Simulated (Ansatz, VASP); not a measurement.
**Two plane-wave programs on Al2O3**

```xyz
5
Lattice="2.8875 0.0000 0.0000 -1.4438 2.5007 0.0000 0.0000 0.0000 32.0351" Properties=species:S:1:pos:R:3 pbc="T T T"
Al    0.0000    1.6671    9.3767
Al    1.4438    0.8336    6.6233
O    -1.4438    2.5007    8.0000
O     0.0000    1.6671    5.9419
O     1.4438    0.8336   10.0581
```

Alike in both runs: functional PBE; k mesh 12 × 12 × 1; occupations gaussian, width 0.02 eV; no spin polarisation.

Ansatz relaxed the structure, and its values are those at the end. VASP's run is a single point on that final structure, the one shown.

```csv
,VASP,Ansatz
version,VASP 6.6.1,Ansatz 0.2.0
potentials or method,"VASP PAW PBE potentials, release 64 (Al, O)","scalar-relativistic, plane waves, PAW"
plane-wave cutoff (eV),520,420
valence electrons in the cell,24,24
```

```tsv
	VASP	Ansatz	Ansatz less VASP
gap on the k mesh at the Fermi level (eV)	5.07	5.10	+0.021
least direct gap on the mesh (eV)	5.32	5.34	+0.019
rms of the force components (eV/Å)	0.018	0.000	-0.0173
```

Ansatz warned: «xc_potential_rough_in_thin_density».

As with any semilocal functional, this PBE gap is likely too small.
